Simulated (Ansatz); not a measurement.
# Te2Pt (Moncheite) (P-3m1) in Ansatz: single point with PBE

Aim: the single point of Te2Pt (Moncheite) with PBE.

All numbers are computed with Ansatz 0.2.0; they aren't measurements. Logs are shortened: lines on timing, memory, paths and dates and some standing lists are left out, and cuts for length are marked.

## Step 1: Starting point

Symmetry: P-3m1, No. 164, trigonal system. The conventional cell has a = 4.010 Å, b = 4.010 Å, c = 5.201 Å, α = 90.00°, β = 90.00°, γ = 120.00°. Pt (site symmetry -3m) has 6 Te at 2.66 Å as nearest neighbours. Around Te (site symmetry 3m) lie 3 Pt at 2.66 Å.

## Step 2: Single point, PBE

File input.yaml:

```yaml
crystal:
  lattice:
    - [4.01, 0.0, 0.0]
    - [-2.005, 3.4727618692, 0.0]
    - [0.0, 0.0, 5.201]
  atoms:
    - { symbol: Pt, position: [0.0, 0.0, 0.0] }
    - { symbol: Te, position: [0.6666666667, 0.3333333333, 0.75] }
    - { symbol: Te, position: [0.3333333333, 0.6666666667, 0.25] }
hamiltonian:
  xc: pbe
  pseudopotentials: { kind: paw }
kpoints:
  mp_grid: { grid: [8, 8, 5] }
scf:
  occupations: { method: gaussian, width: 0.03 }
output:
  forces: true
  stress: true
  eigenvalues: true
  write_density: true
  write_potential: true
  elf: true
  volumetric_format: npy
```

Potentials or basis: Ansatz PAW.

Run with:

```bash
$ ansatz run input.yaml --threads 2 --pin off --max-ram 5632MiB --backend cpu --events-out ev --progress --plain --runs-dir out
```

The log of the run:

```text
Warning: RAYON_NUM_THREADS=2 ignored (pool sized by the plan → 2); use --threads N
Engine: ansatz 0.2.0, x86_64-unknown-linux-gnu
Pseudopotentials: kind: paw
Pseudopotential: Pt, paw, valence charge 18, recommended cutoff 420 eV (normal), Pt.paw.azcp
Pseudopotential: Te, paw, valence charge 16, recommended cutoff 420 eV (normal), Te.paw.azcp
Functional definition: PBE
  parameter kappa = 0.804
  parameter beta = 0.06672455060314922
  exchange = pbe_x(kappa = kappa, mu = beta*pi^2/3)
  correlation = pbe_c(beta = beta)
Crystal: 3 atoms, lattice volume = 72.428 Å³
Basis set: ecut = 420 eV, 1409 PW (Γ), exchange–correlation on 54×54×72 points (8 copies of the dense FFT grid, shifted against one another)
Bands: 30, of which v1, the nominal top of the filled ones, is band 25 counted from 1 (24 counted from 0)
Symmetry: 12 space group operations
Space group: P-3m1 (ITA 164), of the structure as read, at distance tolerance 4.2e-5 Å
k-points: 40 of 320
Non-local potential: Pt, projectors of the file, l = 0: 3, l = 1: 2, l = 2: 2, l = 3: 1
Non-local potential: Te, projectors of the file, l = 0: 2, l = 1: 2, l = 2: 2, l = 3: 2
PAW form: soft (Blöchl's): semilocal exchange-correlation on the pseudo side does not see the compensation charge
PAW one-centre angular grid: Pt, 590 points (default); XC on 64 Gauss nodes
PAW one-centre angular grid: Te, 590 points (default); XC on 64 Gauss nodes
Initial density: superposition of atomic densities (neutral atoms: chi_scale 0, normalization atom), corrected by the library's trained network
Initial wavefunctions: pseudopotential atomic-orbital guess
Functional: x = pbe(κ = 0.804, μ = 0.2195149727645171), c = pbe(β = 0.06672455060314922)
SCF iter   1: F=—  HF=-26483.945277 eV  |F-HF|=—  |Δ(HF+E_count)|=         —  Δρ=2.28e-3  dr2=4.60e-3  ethr=1.77e-3  ⟨swp⟩=6.7  Hψ=5312  notcnv=0
preconditioner: auto → LDOS  [insulator: Δε(μ)=0.039 eV  Ē_g=9.188 eV  σ=0.030 eV  W_gap=0.57  n_scr=22 (ndim 8)  ℏωp=20.5 eV  f_vac=0.015  D(μ)=2.11/eV (n_scr^D=20)  ε∞_Penn≈6.0  β→1.0]
SCF iter   2: F=—  HF=-26483.946061 eV  |F-HF|=—  |Δ(HF+E_count)|=   7.84e-4  Δρ=1.69e-3  dr2=3.28e-3  ethr=9.20e-6  ⟨swp⟩=2.5  Hψ=2637  notcnv=0  defer=33
SCF iter   3: F=—  HF=-26483.945081 eV  |F-HF|=—  |Δ(HF+E_count)|=   9.81e-4  Δρ=3.26e-4  dr2=8.40e-5  ethr=6.56e-6  ⟨swp⟩=2.0  Hψ=2163  notcnv=0  defer=33
SCF iter   4: F=—  HF=-26483.945072 eV  |F-HF|=—  |Δ(HF+E_count)|=   8.13e-6  Δρ=5.85e-5  dr2=2.35e-6  ethr=1.68e-7  ⟨swp⟩=2.0  Hψ=2005  notcnv=0  defer=33
iter 5 did not close the SCF: its close was put off for the readings that it lacked (scf_convergence_deferred on its scf_iter line)
SCF iter   5: F=-26483.945075 eV  HF=-26483.945075 eV  |F-HF|=4.31e-8  |Δ(HF+E_count)|=   2.22e-6  Δρ=1.31e-5  dr2=9.41e-8  ethr=4.70e-9  ⟨swp⟩=2.1  Hψ=1681  notcnv=0  defer=33
SCF iter   6: F=-26483.945075 eV  HF=-26483.945075 eV  |F-HF|=1.40e-9  |Δ(HF+E_count)|=   7.74e-8  Δρ=2.98e-6  dr2=7.24e-9  ethr=1.88e-10  ⟨swp⟩=10.5  Hψ=8540  notcnv=0
SCF 1 converged in 6 iterations: F = -26483.945075 eV  dr2 = 7.24e-9
SCF converged after 6 iterations
Free energy (F): -26483.945075 eV
Harris-Foulkes:  -26483.945075 eV  (|F-HF|=1.40e-9)
Internal energy: -26483.944145 eV  (E = F + TS)
E sigma→0 (E₀):  -26483.944610 eV
Entropy (-TS):   -0.000930 eV (-0.310 meV/atom)
Fermi energy:    14.256643 eV
--- Per-component energies (eV) ---
  E_band       = -688.795484
  E_kinetic    = 1004.284128
  E_local      = -4539.477383  (includes V_loc(G=0)·N_el)
  E_nonlocal   = -421.429292
  E_hartree    = 2416.179392
  E_xc         = -513.081832
  E_vxc        = -514.835716  (∫ρ·V_xc dr)
  E_paw        = -18779.447515  (= ΣΔE_a)
  E_vpaw       = -1049.692304  (= ΣTr[D̂ρ^β])
  E_aug_tail   = -0.000137  (compensation charges beyond the density's cutoff)
  E_ewald      = -5650.971506
  E_smearing   = -0.000930  (= −TS)
  E_closure    = 0.000000  (closes the sum)
  Σ components = -26483.945075   (vs F -26483.945075, Δ=0.00e0)
--- Forces (eV/Å), atoms counted from 1 ---
  atom   1  Pt    -0.00000000    -0.00000000     0.00000000
  atom   2  Te     0.00000000    -0.00000000    -0.97474731
  atom   3  Te     0.00000000     0.00000000     0.97474731
  max |Σ_I F_I| component: 6.31e-30 eV/Å
--- Stress (GPa, compression-positive) ---
        9.250484      -0.000000      -0.000000
       -0.000000       9.250484       0.000000
       -0.000000       0.000000       7.661805
  P = ⅓ Tr σ = 8.7209 GPa (87.209 kbar)
--- Band table (eV; the first three rows and the last of 40) ---
  k-point 0: bands = ["-85.2115", "-39.4991", "-39.4991", "-39.3715", "-23.5249", "-23.5249", "-23.5111", "-23.5074", "-23.5074", "-23.5073", "-23.5068", "-23.5068", "-23.4976", "-23.4976", "-0.1940", "3.3683", "7.1975", "8.0177", "8.0177", "10.0967", "10.0967", "11.3714", "13.5399", "13.5399", "15.2923", "15.2923", "15.4819", "16.8332", "18.5263", "19.9919"]
  k-point 1: bands = ["-85.2115", "-39.4991", "-39.4991", "-39.3715", "-23.5232", "-23.5232", "-23.5107", "-23.5090", "-23.5090", "-23.5076", "-23.5071", "-23.5071", "-23.4973", "-23.4973", "-0.0226", "2.7967", "7.9250", "8.0439", "8.0439", "10.0842", "10.0842", "11.4307", "13.3027", "13.3027", "14.5917", "15.6687", "15.6687", "17.1129", "19.1340", "19.7428"]
  k-point 2: bands = ["-85.2115", "-39.4991", "-39.4991", "-39.3715", "-23.5191", "-23.5191", "-23.5129", "-23.5129", "-23.5098", "-23.5084", "-23.5078", "-23.5078", "-23.4969", "-23.4969", "0.3971", "1.9030", "8.0875", "8.0875", "9.0913", "10.0661", "10.0661", "11.6748", "13.0011", "13.0011", "13.1120", "16.2900", "16.2900", "17.9333", "19.2319", "19.2319"]
  k-point 39: bands = ["-85.2115", "-39.5020", "-39.5011", "-39.3712", "-23.5196", "-23.5186", "-23.5169", "-23.5104", "-23.5074", "-23.5062", "-23.5049", "-23.5003", "-23.4995", "-23.4985", "2.1293", "2.2612", "7.3218", "7.9110", "8.3499", "9.4954", "9.9260", "10.3113", "10.4712", "11.2990", "11.5974", "15.8877", "16.4865", "19.2879", "20.3838", "21.2057"]
```

It took 1.5 s on 2 threads of Intel Xeon 6975P-C (Granite Rapids), shared host; peak memory 0.42 GiB.

What came out:

```
Free energy            : -26483.9451 eV
Pressure               : 8.7 GPa
Largest force          : 0.975 eV/Å
Band gap on the k mesh : none (metal or under the smearing width)
```

Forces in eV/Å, atoms in the order of the input:
```
Pt   0.000  0.000  0.000
Te   0.000  0.000 -0.975
Te   0.000  0.000  0.975
```

Stress tensor (GPa, compression positive):
```
9.25 0.00 0.00
0.00 9.25 0.00
0.00 0.00 7.66
```

Levels at points of the mesh, in eV from the Fermi level:
```tsv
k point	band 22	band 23	band 24	band 25	band 26	band 27	band 28	band 29
(0.00, 0.00, 0.00)	-2.89	-0.72	-0.72	1.04	1.04	1.23	2.58	4.27
(0.00, -0.50, 0.00)	-3.82	-3.71	-3.62	-3.06	0.11	2.49	3.58	5.19
```
